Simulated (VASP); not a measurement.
# Zr (P6_3/mmc) in VASP: further runs

One crystal, Zr, is run at these levels: PBE; tasks: relaxation of cell and atoms.

All numbers are computed with VASP 6.6.1; they aren't measurements. Logs are shortened: lines on timing, memory, paths and dates and some standing lists are left out, and cuts for length are marked.

## (1) Starting point

The structure is hexagonal, space group P6_3/mmc (No. 194). The conventional cell has a = 3.232 Å, b = 3.232 Å, c = 5.147 Å, α = 90.00°, β = 90.00°, γ = 120.00°. Zr (site symmetry -6m2) is surrounded by 12 Zr at 3.18 to 3.23 Å.

## (2) Relaxation of cell and atoms, PBE

Contents of INCAR:

```
ALGO     = Normal         # electronic algorithm
EDIFF    = 1E-6           # SCF threshold, eV
EDIFFG   = -0.01          # ionic threshold
ENCUT    = 600            # plane-wave cutoff, eV
GGA      = PE             # functional
IBRION   = 2              # ionic algorithm
ISIF     = 3              # what is computed and relaxed
ISMEAR   = 1              # smearing method
LASPH    = T              # aspherical terms in the spheres
LCHARG   = F              # write CHGCAR
LREAL    = F              # projectors in reciprocal space
LWAVE    = F              # write WAVECAR
NELM     = 80             # most SCF steps
NSW      = 90             # ionic steps
PREC     = Accurate       # precision mode
SIGMA    = 0.1            # smearing width, eV
```

Contents of KPOINTS:

```
k-points
0
Gamma
  15 15 7
```

Contents of POSCAR:

```
Zr
1.0
    3.2320000000      0.0000000000      0.0000000000
   -1.6160000000      2.7989941000      0.0000000000
    0.0000000000      0.0000000000      5.1470000000
Zr
2
Direct
    0.3333333300      0.6666666700      0.2500000000
    0.6666666700      0.3333333300      0.7500000000
```

Potentials or basis: VASP PAW PBE potentials, release 64 (Zr_sv).

On the command line:

```console
$ cat potpaw_PBE.64/Zr_sv/POTCAR > POTCAR
$ mpirun -np 1 vasp_std > vasp.out
```

OUTCAR:

```text
EDIFF = 1E-6
   EDIFFG = -0.01
   ENCUT = 600
   GGA = PE
   IBRION = 2
   ISIF = 3
   ISMEAR = 1
   LASPH = T
   LREAL = F
   NELM = 80
   NSW = 90
   PREC = Accurate

 ion  position               nearest neighbor table
   1  0.333  0.667  0.250-   2 3.18   2 3.18   2 3.18   2 3.18   2 3.18   2 3.18
   2  0.667  0.333  0.750-   1 3.18   1 3.18   1 3.18   1 3.18   1 3.18   1 3.18

  LATTYP: Found a hexagonal cell.
 ALAT       =     3.2320000000
 C/A-ratio  =     1.5925123762

  Lattice vectors:

 A1 = (   3.2320000000,   0.0000000000,   0.0000000000)
 A2 = (  -1.6160000000,   2.7989941000,   0.0000000000)
 A3 = (   0.0000000000,   0.0000000000,   5.1470000000)

Analysis of symmetry for initial positions (statically):
=====================================================================
 Subroutine PRICEL returns:
 Original cell was already a primitive cell.

 Routine SETGRP: Setting up the symmetry group for a
 hexagonal supercell.

 Subroutine GETGRP returns: Found 24 space group operations
 (whereof 12 operations were pure point group operations)
 out of a pool of 24 trial point group operations.

The static configuration has the point symmetry D_3d.
 The point group associated with its full space group is D_6h.

Analysis of symmetry for dynamics (positions and initial velocities):
=====================================================================
 Subroutine PRICEL returns:
 Original cell was already a primitive cell.

 Routine SETGRP: Setting up the symmetry group for a
 hexagonal supercell.

 Subroutine GETGRP returns: Found 24 space group operations
 (whereof 12 operations were pure point group operations)
 out of a pool of 24 trial point group operations.

The dynamic configuration has the point symmetry D_3d.
 The point group associated with its full space group is D_6h.

 Subroutine INISYM returns: Found 24 space group operations
 (whereof 12 operations are pure point group operations),
 and found     1 'primitive' translations

----------------------------------------------------------------------------------------

                                     Primitive cell

  volume of cell :      46.5616

  direct lattice vectors                    reciprocal lattice vectors
     3.232000000  0.000000000  0.000000000     0.309405941  0.178635603  0.000000000
    -1.616000000  2.798994100  0.000000000     0.000000000  0.357271207  0.000000000
     0.000000000  0.000000000  5.147000000     0.000000000  0.000000000  0.194287935

  length of vectors
     3.232000000  3.231999996  5.147000000     0.357271206  0.357271207  0.194287935

  position of ions in fractional coordinates (direct lattice)
     0.333333330  0.666666670  0.250000000
     0.666666670  0.333333330  0.750000000

  ion indices of the primitive-cell ions
   primitive index   ion index
                 1           1
                 2           2

----------------------------------------------------------------------------------------

 KPOINTS: k-points

Automatic generation of k-mesh.
 Grid dimensions read from file:
 generate k-points for:   15   15    7

 Generating k-lattice:

  Cartesian coordinates                     Fractional coordinates (reciprocal lattice)
     0.020627063  0.011909040  0.000000000     0.066666667  0.000000000  0.000000000
     0.000000000  0.023818080  0.000000000     0.000000000  0.066666667  0.000000000
     0.000000000  0.000000000  0.027755419     0.000000000  0.000000000  0.142857143

  Length of vectors
     0.023818080  0.023818080  0.027755419

  Shift w.r.t. Gamma in fractional coordinates (k-lattice)
     0.000000000  0.000000000  0.000000000

 Subroutine IBZKPT returns following result:
 ===========================================

 Found    108 irreducible k-points:

 Following reciprocal coordinates:
            Coordinates               Weight
  0.000000  0.000000  0.000000      1.000000
  0.066667  0.000000  0.000000      6.000000
  0.133333  0.000000  0.000000      6.000000
  0.200000  0.000000  0.000000      6.000000
  0.266667  0.000000  0.000000      6.000000
  0.333333  0.000000  0.000000      6.000000
[... 16 lines left out ...]
  0.333333  0.200000  0.000000     12.000000
  0.400000  0.200000  0.000000      6.000000
 [... further k-points ...]
   k-points           NKPTS =    108   k-points in BZ     NKDIM =    108   number of bands    NBANDS=     16
   number of dos      NEDOS =    301   number of ions     NIONS =      2
   total plane-waves  NPLWV =  32928
   dimension x,y,z NGX =    28 NGY =   28 NGZ =   42
   dimension x,y,z NGXF=    56 NGYF=   56 NGZF=   84
   ions per type =               2
   NGX,Y,Z   is equivalent  to a cutoff of  14.40, 14.40, 13.57 a.u.
   NGXF,Y,Z  is equivalent  to a cutoff of  28.80, 28.80, 27.13 a.u.
 SYSTEM =  unknown system
   PREC   = accura    normal or accurate (medium, high low for compatibility)
   ISTART =      0    job   : 0-new  1-cont  2-samecut
   ICHARG =      2    charge: 1-file 2-atom 10-const
   ISPIN  =      1    spin polarized calculation?
   LNONCOLLINEAR =      F non collinear calculations
   LSORBIT =      F    spin-orbit coupling
   LASPH  =      T    aspherical Exc in radial PAW
   ENCUT  =  600.0 eV  44.10 Ry    6.64 a.u.   6.46  6.46 10.28*2*pi/ulx,y,z
   NELM   =     80;   NELMIN=  2; NELMDL= -5     # of ELM steps
   EDIFF  = 0.1E-05   stopping-criterion for ELM
   LREAL  =      F    real-space projection
   EDIFFG = -.1E-01   stopping-criterion for IOM
   NSW    =     90    number of steps for IOM
   IBRION =      2    ionic relax: 0-MD 1-quasi-New 2-CG
   NFREE  =      1    steps in history (QN), initial steepest desc. (CG)
   ISIF   =      3    stress and relaxation
   ISYM   =      2    0-nonsym 1-usesym 2-fastsym
   POTIM  = 0.5000    time-step for ionic-motion
   TEBEG  =    0.0;   TEEND  =   0.0 temperature during run
   PSTRESS=    0.0 pullay stress
   NELECT =      24.0000    total number of electrons
   NUPDOWN=      -1.0000    fix difference up-down
   EMIN   =  10.00;   EMAX   =-10.00  energy-range for DOS
   EFERMI =   0.00;   METHOD = LEGACY
   ISMEAR =     1;   SIGMA  =   0.10  broadening in eV -4-tet -1-fermi 0-gaus
   EFERMI_NEDOS =   21; number of points for ismear=-14 and -15
   IALGO  =     38    algorithm
   IMIX   =      4    mixing-type and parameters
     AMIX     =   0.40;   BMIX     =  1.00
     AMIX_MAG =   1.60;   BMIX_MAG =  1.00
  volume/ion in A,a.u.               =      23.28       157.11
  Fermi-wavevector in a.u.,A,eV,Ry     =   1.312611  2.480475 23.442130  1.722948
  Thomas-Fermi vector in A             =   2.442991
   LORBIT       =      0    0 simple, 1 ext, 2 COOP (PROOUT), +10 PAW based schemes
   GGA     = PE    functional components
   LHFCALC =     F    Hartree Fock is set to
   AEXX    =    0.0000 exact exchange contribution
   IVDW    =     0    specifies the selected vdW correction
   LEPSILON=     F    determine dielectric tensor
   LRPA    =     F    only Hartree local field effects (RPA)
 conjugate gradient relaxation of ions
 non-spin polarized calculation
 Methfessel and Paxton  Order N= 1 SIGMA  =   0.10
  energy-cutoff  :      600.00
  volume of cell :       46.56
 maximum number of plane-waves:      1580
 NGX is ok and might be reduce to    28
   NGX = 13   NGY = 13   NGZ = 21

--------------------------------------- Ionic step        1  -------------------------------------------

 number of electron      24.0000000 magnetization

 Free energy of the ion-electron system (eV)
  ---------------------------------------------------
  ext. energy  EPLUGINS =         0.00000000
  ---------------------------------------------------
  free energy    TOTEN  =       -17.04222517 eV

  energy without entropy =      -17.04276082  energy(sigma->0) =      -17.04240372

------------------------ aborting loop because EDIFF is reached ----------------------------------------

  FORCE on cell =-STRESS in cart. coord.  units (eV):
  Direction    XX          YY          ZZ          XY          YZ          ZX
  --------------------------------------------------------------------------------------
  -------------------------------------------------------------------------------------
  Total        0.0898454      0.0898454      0.2211551      0.0000000      0.0000000      0.0000000
  in kB        3.0915684      3.0915684      7.6099206      0.0000000      0.0000000      0.0000000
  external PRESSURE =       4.5976858 kB  Pullay stress =       0.0000000 kB
[... 93 lines left out ...]
  energy  without entropy=      -17.0430967327  energy(sigma->0) =      -17.04279157

--------------------------------------- Ionic step        4  -------------------------------------------

 number of electron      24.0000000 magnetization

 Free energy of the ion-electron system (eV)
  ---------------------------------------------------
  ext. energy  EPLUGINS =         0.00000000
  ---------------------------------------------------
  free energy    TOTEN  =       -17.04269265 eV

  energy without entropy =      -17.04311571  energy(sigma->0) =      -17.04283367

 E-fermi :   8.9549     XC(G=0): -11.0611

 val. band max:        8.9516065792   @ k =   0.2667   0.2667   0.2857
 cond. band min:       8.9584011211   @ k =   0.2000   0.2000   0.4286
 fundamental gap:      0.0067945418
 Fermi energy:         8.9549048747

 k-point     1 :       0.0000    0.0000    0.0000
  band No.  band energies     occupation
      1     -39.9059      2.00000
      2     -39.7563      2.00000
      3     -18.4183      2.00000
      4     -17.5600      2.00000
      5     -17.5600      2.00000
      6     -17.4335      2.00000
[... 8 lines left out ...]
     15      10.4908     -0.00000
     16      10.4908     -0.00000
[... 420 lines left out ...]
  band No.  band energies     occupation
      1     -39.7566      2.00000
      2     -39.7262      2.00000
      3     -18.1766      2.00000
      4     -18.0145      2.00000
      5     -17.9265      2.00000
      6     -17.8918      2.00000
[... 8 lines left out ...]
     15      10.5418     -0.00000
     16      13.1221      0.00000

 [... further k-points ...]

------------------------ aborting loop because EDIFF is reached ----------------------------------------

  FORCE on cell =-STRESS in cart. coord.  units (eV):
  Direction    XX          YY          ZZ          XY          YZ          ZX
  --------------------------------------------------------------------------------------
  -------------------------------------------------------------------------------------
  Total       -0.0115216     -0.0115216      0.0112412      0.0000000      0.0000000      0.0000000
  in kB       -0.3946078     -0.3946078      0.3850062      0.0000000      0.0000000      0.0000000
  external PRESSURE =      -0.1347365 kB  Pullay stress =       0.0000000 kB
[... 17 lines left out ...]
  FREE ENERGIE OF THE ION-ELECTRON SYSTEM (eV)
  ---------------------------------------------------
  free  energy   TOTEN  =       -17.0426926523 eV

  energy  without entropy=      -17.0431157141  energy(sigma->0) =      -17.04283367

 reached required accuracy - stopping structural energy minimisation
```

It took 94 s on 1 thread of Intel Xeon 6975P-C (Granite Rapids), shared host; peak memory 0.24 GiB.

What came out:

| Item | Value |
| --- | --- |
| Free energy | -17.0427 eV |
| Relaxed volume | 23.39 Å³/atom |
| Relaxed cell | a = 3.233 Å, b = 3.233 Å, c = 5.166 Å, α = 90.00°, β = 90.00°, γ = 120.00° |
| Space group after relaxing (to 0.05 Å) | P6_3/mmc (No. 194) |
| Energy gained by relaxing | 0.2 meV/atom |
| Ionic steps | 4 |
| Pressure after relaxing | 0.0 GPa |
| Band gap on the k mesh | none (metal or under the smearing width) |

Step by step:
| step | energy change (eV) | largest force (eV/Å) | pressure (GPa) | volume (Å³) |
| --- | --- | --- | --- | --- |
| 1 | 0.0000 | 0.0000 | 0.46 | 46.56 |
| 2 | -0.0001 | 0.0000 | -0.47 | 47.01 |
| 3 | -0.0004 | 0.0000 | -0.05 | 46.80 |
| 4 | -0.0005 | 0.0000 | -0.01 | 46.78 |

Final structure:
```
Zr
1.0
     3.23346    0.00000    0.00000
    -1.61673    2.80026    0.00000
     0.00000    0.00000    5.16645
Zr
2
Direct
  0.33333 0.66667 0.25000
  0.66667 0.33333 0.75000
```

PBE usually gives volumes a little too large and moduli too small. Zero-point motion and thermal expansion aren't in these numbers.

## (3) Relaxation of cell and atoms, PBE

This run uses another cell than the first one, of 23.39 Å³/atom, 1.005 times its volume.

Edit INCAR of step 2 so:

```diff
@@ -1,4 +1,4 @@
 ALGO     = Normal         # electronic algorithm
-EDIFF    = 1E-6           # SCF threshold, eV
-EDIFFG   = -0.01          # ionic threshold
+EDIFF    = 1E-7           # SCF threshold, eV
+EDIFFG   = -0.005         # ionic threshold
 ENCUT    = 600            # plane-wave cutoff, eV
```

KPOINTS is that of step 2.

Contents of POSCAR:

```
Zr                                      
1.0
    3.2334570298      0.0000000000      0.0000000000
   -1.6167285149      2.8002559248     -0.0000000000
   -0.0000000000     -0.0000000000      5.1664547843
  Zr            
     2
Direct
     0.3333333300000021    0.6666666699999979    0.2500000000000000
     0.6666666699999979    0.3333333300000021    0.7500000000000000
```

Potentials or basis: VASP PAW PBE potentials, release 64 (Zr_sv).

On the command line:

```console
$ cat potpaw_PBE.64/Zr_sv/POTCAR > POTCAR
$ mpirun -np 1 vasp_std > vasp.out
```

Wall time 52 s (1 thread of Intel Xeon 6975P-C (Granite Rapids), shared host); peak memory 0.23 GiB.

Results (log left out):

* Free energy: -17.0428 eV
* Relaxed volume: 23.39 Å³/atom
* Relaxed cell: a = 3.233 Å, b = 3.233 Å, c = 5.168 Å, α = 90.00°, β = 90.00°, γ = 120.00°
* Space group after relaxing (to 0.05 Å): P6_3/mmc (No. 194)
* Energy gained by relaxing: 0.0 meV/atom
* Ionic steps: 2
* Pressure after relaxing: 0.0 GPa
* Band gap on the k mesh: none (metal or under the smearing width)

Final structure:
```yaml
crystal:
  lattice:
    - [3.23274, 0.00000, 0.00000]
    - [-1.61637, 2.79963, 0.00000]
    - [0.00000, 0.00000, 5.16823]
  atoms:
    - { symbol: Zr, position: [0.33333, 0.66667, 0.25000] }
    - { symbol: Zr, position: [0.66667, 0.33333, 0.75000] }
```

Levels at points of the mesh, in eV from the Fermi level:
| k point | band 10 | band 11 | band 12 | band 13 | band 14 | band 15 |
| --- | --- | --- | --- | --- | --- | --- |
| (0.00, 0.00, 0.00) | -3.03 | 0.86 | 0.86 | 0.97 | 1.11 | 1.54 |
